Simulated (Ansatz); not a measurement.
Polymorphs of Ba₂F₃

The calculation used Ansatz 0.2.0, DFT PBE, scalar-relativistic, plane waves, PAW. Settings: cutoff 420 eV, Γ-centred meshes no coarser than 0.19 Å⁻¹ for metals and 0.3 Å⁻¹ for insulators (2π included), Gaussian smearing.

All energies are static (0 K, no zero-point motion). Only the structures computed here compete, so a lower one can exist. For metals, differences of a few meV/atom aren't resolved. No run is spin-polarised.

| # | started from | space group | atoms | V (Å³/atom) | ΔE (meV/atom) | gap on mesh (eV) |
| --- | --- | --- | --- | --- | --- | --- |
| 1 | A-type sesquioxide type, changed | P-3m1 (No. 164) | 5 | 27.1 | 0 | 0.00 |
| 2 | corundum type | R-3c (No. 167) | 10 | 24.7 | 100 | 0.00 |

The lowest structure: Space group P-3m1 (No. 164), trigonal, a = 4.476 Å, c = 7.818 Å. Around Ba lie 4 F at 2.60–2.74 Å and 3 F at 2.99 Å; F on Wyckoff site a (1 atom of the primitive cell) has 6 F at 2.86 Å and 6 Ba at 2.99 Å; F on Wyckoff site d (2 atoms of the primitive cell) is coordinated by 4 Ba at 2.60–2.74 Å and 3 F at 2.86 Å. Its energy against the elements is -3.36 eV/atom. The zero of energy is the lowest elemental structures computed at the same level (F₂ as a molecule); no fitted shifts are applied.

```cif
data_structure
_symmetry_space_group_name_H-M 'P-3m1'
_symmetry_Int_Tables_number 164
_cell_length_a 4.4764
_cell_length_b 4.4764
_cell_length_c 7.8181
_cell_angle_alpha 90.000
_cell_angle_beta 90.000
_cell_angle_gamma 120.000
_cell_volume 135.67
loop_
_atom_site_label
_atom_site_type_symbol
_atom_site_symmetry_multiplicity
_atom_site_Wyckoff_symbol
_atom_site_fract_x
_atom_site_fract_y
_atom_site_fract_z
_atom_site_occupancy
Ba1 Ba 2 d 0.33333 0.66667 0.19327 1
F1 F 1 a 0.00000 0.00000 0.00000 1
F2 F 2 d 0.33333 0.66667 0.84229 1
```

The second: Space group R-3c (No. 167), trigonal, a = 6.979 Å, c = 17.600 Å. Ba has 6 F at 2.74–2.75 Å; F is coordinated by 4 Ba at 2.74–2.75 Å.

Problem. At what pressure would number 2, the only denser structure, take over if both were incompressible?

Solution. ΔE/ΔV is 100 meV/atom over 27.13 − 24.74 Å³/atom, about 6.7 GPa. This crude estimate ignores compression.